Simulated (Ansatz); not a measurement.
TiCo3 in Ansatz: the effect of starting spin order

The system is TiCo3.

```
Co Ti
1.0
     3.57100    0.00000    0.00000
     0.00000    3.57100    0.00000
     0.00000    0.00000    3.57100
Co Ti
3 1
Direct
  0.50000 0.50000 0.00000
  0.50000 0.00000 0.50000
  0.00000 0.50000 0.50000
  0.00000 0.00000 0.00000
```

Alike in all runs:

| Item | Value |
| --- | --- |
| Program | Ansatz 0.2.0 |
| Task | single point |
| Functional | PBEsol |
| Potentials or basis | Ansatz PAW |
| Cutoff | 420 eV (not typed: the program's choice for these potentials) |
| k mesh | 6 × 6 × 6 |
| Occupations | fermi-dirac, width 0.05 eV |

| starting spin order | energy over the lowest run (meV/atom) | final net moment (μB) | final largest site moment (μB) |
| --- | --- | --- | --- |
| ferromagnetic start, larger moments | 0.0 | 2.60 | 1.04 |
| antiferromagnetic start, larger moments | 0.0 | 2.60 | 1.04 |
| non-magnetic | ? | ? | ? |
| ferromagnetic | 0.0 | 2.60 | 1.04 |

Task: What does the run with starting spin order non-magnetic give?

Result: Energy over the lowest run 10.5 meV/atom; final net moment 0.00 μB; final largest site moment 0.00 μB.

Caveats: the starting moments weren't kept (some runs).
